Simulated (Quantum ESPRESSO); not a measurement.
# Pd (Fm-3m) in Quantum ESPRESSO: a series of runs

One crystal, Pd, is run at these levels: SCAN, optB88-vdW, WC, rPW86PBE+rVV10; tasks: band structure.

Everything below comes from runs of Quantum ESPRESSO 7.5. Logs are shortened: lines on timing, memory, paths and dates and some standing lists are left out, and cuts for length are marked.

## 1. Starting point

It takes space group Fm-3m (No. 225, cubic). The conventional cell has a = 3.893 Å, b = 3.893 Å, c = 3.893 Å, α = 90.00°, β = 90.00°, γ = 90.00°. Around Pd (site symmetry m-3m) lie 12 Pd at 2.75 Å.

## 2. Band structure, SCAN

pw.in

```
&CONTROL
  calculation = 'scf'
  prefix = 'pwscf'
  outdir = './tmp'
  pseudo_dir = './pseudo'
  tprnfor = .true.
  tstress = .true.
  disk_io = 'low'
/
&SYSTEM
  ibrav = 0
  A = 2.7527667
  nat = 1
  ntyp = 1
  ecutwfc = 70
  nbnd = 15
  input_dft = 'scan'
  occupations = 'smearing'
  smearing = 'fd'
  degauss = 0.00367493
  nosym = .true.
/
&ELECTRONS
  conv_thr = 1d-08
  electron_maxstep = 120
  mixing_beta = 0.5
/
ATOMIC_SPECIES
Pd   106.4200 Pd_ONCV_PBE-1.2.upf
CELL_PARAMETERS alat
   0.0000000000    0.7071067810    0.7071067810
   0.7071067810    0.0000000000    0.7071067810
   0.7071067810    0.7071067810    0.0000000000
ATOMIC_POSITIONS alat
Pd     0.0000000000    0.0000000000    0.0000000000
K_POINTS automatic
9 9 9 0 0 0
```

bands.in

```
&CONTROL
  calculation = 'bands'
  prefix = 'pwscf'
  outdir = './tmp'
  pseudo_dir = './pseudo'
  disk_io = 'low'
  verbosity = 'high'
/
&SYSTEM
  ibrav = 0
  A = 2.7527667
  nat = 1
  ntyp = 1
  ecutwfc = 70
  nbnd = 15
  input_dft = 'scan'
  occupations = 'smearing'
  smearing = 'fd'
  degauss = 0.00367493
  nosym = .true.
/
&ELECTRONS
  conv_thr = 1d-08
  electron_maxstep = 120
  mixing_beta = 0.5
  diago_full_acc = .true.
  startingwfc = 'random'
/
ATOMIC_SPECIES
Pd   106.4200 Pd_ONCV_PBE-1.2.upf
CELL_PARAMETERS alat
   0.0000000000    0.7071067810    0.7071067810
   0.7071067810    0.0000000000    0.7071067810
   0.7071067810    0.7071067810    0.0000000000
ATOMIC_POSITIONS alat
Pd     0.0000000000    0.0000000000    0.0000000000
K_POINTS crystal
60
 0.0000000000  0.0000000000  0.0000000000 1
 0.0625000000  0.0000000000  0.0625000000 1
 0.1250000000  0.0000000000  0.1250000000 1
 0.1875000000  0.0000000000  0.1875000000 1
 0.2500000000  0.0000000000  0.2500000000 1
 0.3125000000  0.0000000000  0.3125000000 1
 0.3750000000  0.0000000000  0.3750000000 1
 0.4375000000  0.0000000000  0.4375000000 1
 0.5000000000  0.0000000000  0.5000000000 1
 0.5000000000  0.0625000000  0.5625000000 1
 0.5000000000  0.1250000000  0.6250000000 1
 0.5000000000  0.1875000000  0.6875000000 1
 0.5000000000  0.2500000000  0.7500000000 1
 0.4375000000  0.3125000000  0.7500000000 1
 0.3750000000  0.3750000000  0.7500000000 1
 0.3375000000  0.3375000000  0.6750000000 1
 0.3000000000  0.3000000000  0.6000000000 1
 0.2625000000  0.2625000000  0.5250000000 1
 0.2250000000  0.2250000000  0.4500000000 1
 0.1875000000  0.1875000000  0.3750000000 1
 0.1500000000  0.1500000000  0.3000000000 1
 0.1125000000  0.1125000000  0.2250000000 1
 0.0750000000  0.0750000000  0.1500000000 1
 0.0375000000  0.0375000000  0.0750000000 1
 0.0000000000  0.0000000000  0.0000000000 1
 0.0625000000  0.0625000000  0.0625000000 1
 0.1250000000  0.1250000000  0.1250000000 1
 0.1875000000  0.1875000000  0.1875000000 1
 0.2500000000  0.2500000000  0.2500000000 1
 0.3125000000  0.3125000000  0.3125000000 1
 0.3750000000  0.3750000000  0.3750000000 1
 0.4375000000  0.4375000000  0.4375000000 1
 0.5000000000  0.5000000000  0.5000000000 1
 0.5250000000  0.4500000000  0.5250000000 1
 0.5500000000  0.4000000000  0.5500000000 1
 0.5750000000  0.3500000000  0.5750000000 1
 0.6000000000  0.3000000000  0.6000000000 1
 0.6250000000  0.2500000000  0.6250000000 1
 0.5833333333  0.2500000000  0.6666666667 1
 0.5416666667  0.2500000000  0.7083333333 1
 0.5000000000  0.2500000000  0.7500000000 1
 0.5000000000  0.2857142857  0.7142857143 1
 0.5000000000  0.3214285714  0.6785714286 1
 0.5000000000  0.3571428571  0.6428571429 1
 0.5000000000  0.3928571429  0.6071428571 1
 0.5000000000  0.4285714286  0.5714285714 1
 0.5000000000  0.4642857143  0.5357142857 1
 0.5000000000  0.5000000000  0.5000000000 1
 0.4821428571  0.4821428571  0.5357142857 1
 0.4642857143  0.4642857143  0.5714285714 1
 0.4464285714  0.4464285714  0.6071428571 1
 0.4285714286  0.4285714286  0.6428571429 1
 0.4107142857  0.4107142857  0.6785714286 1
 0.3928571429  0.3928571429  0.7142857143 1
 0.3750000000  0.3750000000  0.7500000000 1
 0.6250000000  0.2500000000  0.6250000000 1
 0.5937500000  0.1875000000  0.5937500000 1
 0.5625000000  0.1250000000  0.5625000000 1
 0.5312500000  0.0625000000  0.5312500000 1
 0.5000000000  0.0000000000  0.5000000000 1
```

Potentials or basis: SG15 PBE 1.2.

Run with:

```
$ OMP_NUM_THREADS=1 pw.x -in pw.in > pw.out
$ OMP_NUM_THREADS=1 pw.x -in bands.in > bands.out
```

pw.out:

```text
This program is part of the open-source Quantum ESPRESSO suite
     for quantum simulation of materials; please cite
         "P. Giannozzi et al., J. Phys.:Condens. Matter 21 395502 (2009);
         "P. Giannozzi et al., J. Phys.:Condens. Matter 29 465901 (2017);
         "P. Giannozzi et al., J. Chem. Phys. 152 154105 (2020);
     in publications or presentations arising from this work. More details at

     IMPORTANT: XC functional enforced from input :
     Exchange-correlation= SCAN
                           (   0   0   0   0   0 263 267)
     Any further DFT definition will be discarded
     Please, verify this is what you really want

     G-vector sticks info
     --------------------
     sticks:   dense  smooth     PW     G-vecs:    dense   smooth      PW
     Sum         511     511    163                 7799     7799    1459

     Using Slab Decomposition

     bravais-lattice index     =            0
     lattice parameter (alat)  =       5.2020  a.u.
     unit-cell volume          =      99.5382 (a.u.)^3
     number of atoms/cell      =            1
     number of atomic types    =            1
     number of electrons       =        18.00
     number of Kohn-Sham states=           15
     kinetic-energy cutoff     =      70.0000  Ry
     charge density cutoff     =     280.0000  Ry
     scf convergence threshold =      1.0E-08
     mixing beta               =       0.5000
     number of iterations used =            8  plain     mixing
     Exchange-correlation= SCAN
                           (   0   0   0   0   0 263 267)

     celldm(1)=   5.201975  celldm(2)=   0.000000  celldm(3)=   0.000000
     celldm(4)=   0.000000  celldm(5)=   0.000000  celldm(6)=   0.000000

     crystal axes: (cart. coord. in units of alat)
               a(1) = (   0.000000   0.707107   0.707107 )
               a(2) = (   0.707107   0.000000   0.707107 )
               a(3) = (   0.707107   0.707107   0.000000 )

     reciprocal axes: (cart. coord. in units 2 pi/alat)
               b(1) = ( -0.707107  0.707107  0.707107 )
               b(2) = (  0.707107 -0.707107  0.707107 )
               b(3) = (  0.707107  0.707107 -0.707107 )

     PseudoPot. # 1 for Pd read from file:
     Pd_ONCV_PBE-1.2.upf
     Pseudo is Norm-conserving, Zval = 18.0
     Generated using ONCVPSP code by D. R. Hamann
     Using radial grid of  602 points,  6 beta functions with:
                l(1) =   0
                l(2) =   0
                l(3) =   1
                l(4) =   1
                l(5) =   2
                l(6) =   2

     atomic species   valence    mass     pseudopotential
     Pd               18.00   106.42000     Pd( 1.00)

     No symmetry found

   Cartesian axes

     site n.     atom                  positions (alat units)
         1        Pd     tau(   1) = (   0.0000000   0.0000000   0.0000000  )

     number of k points=   365  Fermi-Dirac smearing, width (Ry)=  0.0037

     Number of k-points >= 100: set verbosity='high' to print them.

     Dense  grid:     7799 G-vectors     FFT dimensions: (  27,  27,  27)

     WARNING: libxc functional with ID  263 depends
      on external parameters: check the user_guide of
      QE if you need to modify them or to check their
      default values.

     Initial potential from superposition of free atoms

     starting charge      17.9553, renormalised to      18.0000
     Starting wfcs are random

     Self-consistent Calculation

     iteration #  1     ecut=    70.00 Ry     beta= 0.50
     Davidson diagonalization with overlap
     ethr =  1.00E-02,  avg # of iterations =  7.6

     total energy              =    -253.22421940 Ry
     estimated scf accuracy    <      18.65116743 Ry

     iteration #  2     ecut=    70.00 Ry     beta= 0.50
     Davidson diagonalization with overlap
     ethr =  1.00E-02,  avg # of iterations =  1.0

     total energy              =    -253.32650657 Ry
     estimated scf accuracy    <       4.40161659 Ry

     iteration #  3     ecut=    70.00 Ry     beta= 0.50
     Davidson diagonalization with overlap
     ethr =  1.00E-02,  avg # of iterations =  1.0

     total energy              =    -253.33376022 Ry
     estimated scf accuracy    <       0.02745083 Ry

     iteration #  4     ecut=    70.00 Ry     beta= 0.50
     Davidson diagonalization with overlap
     ethr =  1.53E-04,  avg # of iterations =  1.4

     total energy              =    -253.33440871 Ry
     estimated scf accuracy    <       0.00265395 Ry

     iteration #  5     ecut=    70.00 Ry     beta= 0.50
     Davidson diagonalization with overlap
     ethr =  1.47E-05,  avg # of iterations =  1.9

     total energy              =    -253.33446691 Ry
     estimated scf accuracy    <       0.00021185 Ry

     iteration #  6     ecut=    70.00 Ry     beta= 0.50
     Davidson diagonalization with overlap
     ethr =  1.18E-06,  avg # of iterations =  2.1

     total energy              =    -253.33447067 Ry
     estimated scf accuracy    <       0.00000474 Ry

     iteration #  7     ecut=    70.00 Ry     beta= 0.50
     Davidson diagonalization with overlap
     ethr =  2.63E-08,  avg # of iterations =  2.0

     total energy              =    -253.33447092 Ry
     estimated scf accuracy    <       0.00000017 Ry

     iteration #  8     ecut=    70.00 Ry     beta= 0.50
     Davidson diagonalization with overlap
     ethr =  9.43E-10,  avg # of iterations =  2.0

     total energy              =    -253.33447094 Ry
     estimated scf accuracy    <       0.00000003 Ry

     iteration #  9     ecut=    70.00 Ry     beta= 0.50
     Davidson diagonalization with overlap
     ethr =  1.52E-10,  avg # of iterations =  1.0

     End of self-consistent calculation

     Number of k-points >= 100: set verbosity='high' to print the bands.

     the Fermi energy is    19.7754 ev

!    total energy              =    -253.33447094 Ry
     estimated scf accuracy    <          4.0E-09 Ry
     smearing contrib. (-TS)   =      -0.00128424 Ry
     internal energy E=F+TS    =    -253.33318670 Ry

     The total energy is F=E-TS. E is the sum of the following terms:
     one-electron contribution =     -75.97552585 Ry
     hartree contribution      =      49.37859502 Ry
     xc contribution           =     -24.81222145 Ry
     ewald contribution        =    -201.92403442 Ry

     convergence has been achieved in   9 iterations

     Forces acting on atoms (cartesian axes, Ry/au):

     atom    1 type  1   force =     0.00000000    0.00000000    0.00000000

     Total force =     0.000000     Total SCF correction =     0.000002

     Computing stress (Cartesian axis) and pressure

          total   stress  (Ry/bohr**3)                   (kbar)     P=       -7.21
  -0.00004901   0.00000000  -0.00000000           -7.21        0.00       -0.00
   0.00000000  -0.00004901  -0.00000000            0.00       -7.21       -0.00
  -0.00000000  -0.00000000  -0.00004901           -0.00       -0.00       -7.21

=------------------------------------------------------------------------------=
   JOB DONE.
=------------------------------------------------------------------------------=
```

Wall time 4.8 min (1 thread of Arm Neoverse V1, shared host); peak memory 0.11 GiB.

Results:

```
Free energy            : -3446.7911 eV
Pressure               : -0.7 GPa
Band gap on the k mesh : none (metal or under the smearing width)
```

Levels at the corners of the path, in eV from the Fermi level:
| point | band 5 | band 6 | band 7 | band 8 | band 9 | band 10 | band 11 | band 12 | band 13 | band 14 |
| --- | --- | --- | --- | --- | --- | --- | --- | --- | --- | --- |
| Γ | -7.27 | -2.89 | -2.89 | -2.89 | -1.31 | -1.31 | 18.23 | 23.16 | 23.16 | 23.16 |
| X | -5.54 | -5.24 | -0.10 | 0.35 | 0.35 | 3.62 | 11.21 | 13.92 | 13.92 | 22.51 |
| W | -4.44 | -3.44 | -3.44 | -1.39 | 0.35 | 9.38 | 9.38 | 10.85 | 12.21 | 27.00 |
| K | -4.86 | -4.24 | -1.98 | -1.02 | -0.12 | 7.51 | 8.53 | 11.32 | 16.70 | 21.36 |
| Γ | -7.27 | -2.89 | -2.89 | -2.89 | -1.31 | -1.31 | 18.23 | 23.16 | 23.16 | 23.16 |
| L | -5.42 | -2.98 | -2.98 | -0.01 | -0.01 | 1.25 | 7.64 | 17.58 | 22.16 | 22.16 |
| U | -4.86 | -4.24 | -1.98 | -1.02 | -0.12 | 7.51 | 8.53 | 11.32 | 16.70 | 21.36 |
| W | -4.44 | -3.44 | -3.44 | -1.39 | 0.35 | 9.38 | 9.38 | 10.85 | 12.21 | 27.00 |
| L | -5.42 | -2.98 | -2.98 | -0.01 | -0.01 | 1.25 | 7.64 | 17.58 | 22.16 | 22.16 |
| K | -4.86 | -4.24 | -1.98 | -1.02 | -0.12 | 7.51 | 8.53 | 11.32 | 16.70 | 21.36 |
| U | -4.86 | -4.24 | -1.98 | -1.02 | -0.12 | 7.51 | 8.53 | 11.32 | 16.70 | 21.36 |
| X | -5.54 | -5.24 | -0.10 | 0.35 | 0.35 | 3.62 | 11.21 | 13.92 | 13.92 | 22.51 |

Caveat: the k mesh is coarse; the potentials were made for another functional, which shifts forces and pressure.

## 3. Band structure, optB88-vdW

pw.in, as its differences from that of step 2:

```diff
@@ -16,3 +16,3 @@
   nbnd = 15
-  input_dft = 'scan'
+  input_dft = 'vdw-df-obk8'
   occupations = 'smearing'
@@ -20,6 +20,5 @@
   degauss = 0.00367493
-  nosym = .true.
 /
 &ELECTRONS
-  conv_thr = 1d-08
+  conv_thr = 2d-10
   electron_maxstep = 120
@@ -36,2 +35,2 @@
 K_POINTS automatic
-9 9 9 0 0 0
+12 12 12 0 0 0
```

bands.in, as its differences from that of step 2:

```diff
@@ -15,3 +15,3 @@
   nbnd = 15
-  input_dft = 'scan'
+  input_dft = 'vdw-df-obk8'
   occupations = 'smearing'
@@ -19,3 +19,2 @@
   degauss = 0.00367493
-  nosym = .true.
 /
```

Potentials or basis: SG15 PBE 1.2.

Run with:

```
$ OMP_NUM_THREADS=1 pw.x -in pw.in > pw.out
$ OMP_NUM_THREADS=1 pw.x -in bands.in > bands.out
```

Run time: 2.4 min. Hardware: 1 thread of Arm Neoverse V1, shared host; peak memory 0.09 GiB.

It converged, with:

```
Free energy            : -3451.4306 eV
Pressure               : 6.3 GPa
Band gap on the k mesh : none (metal or under the smearing width)
```

Levels at the corners of the path, in eV from the Fermi level:
```
point  band 6  band 7  band 8  band 9  band 10  band 11  band 12  band 13
    Γ   -2.82   -2.82   -2.82   -1.22    -1.22    17.72    22.30    22.30
    X   -5.06   -0.05    0.31    0.31     3.50    10.83    13.35    13.35
    W   -3.33   -3.33   -1.31    0.31     9.03     9.03    10.44    11.81
    K   -4.09   -1.92   -0.94   -0.14     7.23     8.21    10.94    16.04
    Γ   -2.82   -2.82   -2.82   -1.22    -1.22    17.72    22.30    22.30
    L   -2.87   -2.87   -0.01   -0.01     1.21     7.35    17.05    21.28
    U   -4.09   -1.92   -0.94   -0.14     7.23     8.21    10.94    16.04
    W   -3.33   -3.33   -1.31    0.31     9.03     9.03    10.44    11.81
    L   -2.87   -2.87   -0.01   -0.01     1.21     7.35    17.05    21.28
    K   -4.09   -1.92   -0.94   -0.14     7.23     8.21    10.94    16.04
    U   -4.09   -1.92   -0.94   -0.14     7.23     8.21    10.94    16.04
    X   -5.06   -0.05    0.31    0.31     3.50    10.83    13.35    13.35
```

Caveat: the potentials were made for another functional, which shifts forces and pressure.

## 4. Band structure, WC

pw.in, as its differences from that of step 3:

```diff
@@ -16,3 +16,3 @@
   nbnd = 15
-  input_dft = 'vdw-df-obk8'
+  input_dft = 'wc'
   occupations = 'smearing'
```

bands.in, as its differences from that of step 3:

```diff
@@ -15,3 +15,3 @@
   nbnd = 15
-  input_dft = 'vdw-df-obk8'
+  input_dft = 'wc'
   occupations = 'smearing'
```

Run with:

```
$ OMP_NUM_THREADS=1 pw.x -in pw.in > pw.out
$ OMP_NUM_THREADS=1 pw.x -in bands.in > bands.out
```

Run time: 24 s. Hardware: 1 thread of Arm Neoverse V1, shared host; peak memory 0.09 GiB.

The run converged. Its results:

| Item | Value |
| --- | --- |
| Free energy | -3446.1497 eV |
| Pressure | -1.7 GPa |
| Band gap on the k mesh | none (metal or under the smearing width) |

Levels at the corners of the path, in eV from the Fermi level:
```tsv
point	band 7	band 8	band 9	band 10	band 11	band 12
Γ	-2.84	-2.84	-1.21	-1.21	17.41	22.12
X	-0.02	0.31	0.31	3.29	10.71	13.20
W	-3.39	-1.31	0.31	8.87	8.87	10.33
K	-1.98	-0.93	-0.15	7.08	8.06	10.79
Γ	-2.84	-2.84	-1.21	-1.21	17.41	22.12
L	-2.88	0.00	0.00	0.96	7.26	16.73
U	-1.98	-0.93	-0.15	7.08	8.06	10.79
W	-3.39	-1.31	0.31	8.87	8.87	10.33
L	-2.88	0.00	0.00	0.96	7.26	16.73
K	-1.98	-0.93	-0.15	7.08	8.06	10.79
U	-1.98	-0.93	-0.15	7.08	8.06	10.79
X	-0.02	0.31	0.31	3.29	10.71	13.20
```

Caveat: the potentials were made for another functional, which shifts forces and pressure.

(Continued in part 2 of 2.)
